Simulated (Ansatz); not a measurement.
The crystal of Ti3Al (P6_3/mmc), relaxed at this level, has 16.69 Å³/atom and no gap on the mesh:

```yaml
crystal:
  lattice:
    - [5.75534, 0.00000, 0.00000]
    - [-2.87767, 4.98427, 0.00000]
    - [0.00000, 0.00000, 4.65414]
  atoms:
    - { symbol: Ti, position: [0.83021, 0.16979, 0.25000] }
    - { symbol: Ti, position: [0.66042, 0.83021, 0.75000] }
    - { symbol: Ti, position: [0.83021, 0.66042, 0.25000] }
    - { symbol: Ti, position: [0.16979, 0.83021, 0.75000] }
    - { symbol: Ti, position: [0.33958, 0.16979, 0.25000] }
    - { symbol: Ti, position: [0.16979, 0.33958, 0.75000] }
    - { symbol: Al, position: [0.33333, 0.66667, 0.25000] }
    - { symbol: Al, position: [0.66667, 0.33333, 0.75000] }
```

Cells of 8 atoms of this composition were thrown in at random at the volumes given and pushed apart as soft spheres, like charges further apart, which can already order a small cell. Each cell was relaxed without symmetry on coarser meshes and computed once more; the crystal stands on its own mesh of 6×6×8. Method: DFT PBE, scalar-relativistic, plane waves, PAW in Ansatz.

Cutoff 420 eV; k points 7×6×7 on the computed 8-atom cell (Γ-centred); Gaussian smearing, width 0.10 eV; no spin polarisation. Other cells take the settings in the table.

The relaxation ran on 3×3×3 k points with a smearing of 0.1 eV.

Where do the relaxations end?

One draw a row:

```
start V/V(crystal) E − E(crystal) (meV/atom) final V/V(crystal) gap on mesh (eV) space group at 0.1 Å  k mesh P (GPa) largest force (eV/Å)
              1.00                         83               1.008              0.00                  Pmma   7×6×7      0.0                  0.12
              1.08                         82               1.007              0.00                  Pmma   7×6×7      0.1                  0.11
              1.25                        197               1.039              0.00                    P1   7×7×6     -0.2                  0.06
```

Cost: 6 runs of about 25 core-minutes in all (earlier runs that led there not counted), on Intel Xeon Processor @ 2.50GHz (Skylake/Cascade Lake) (shared hosts).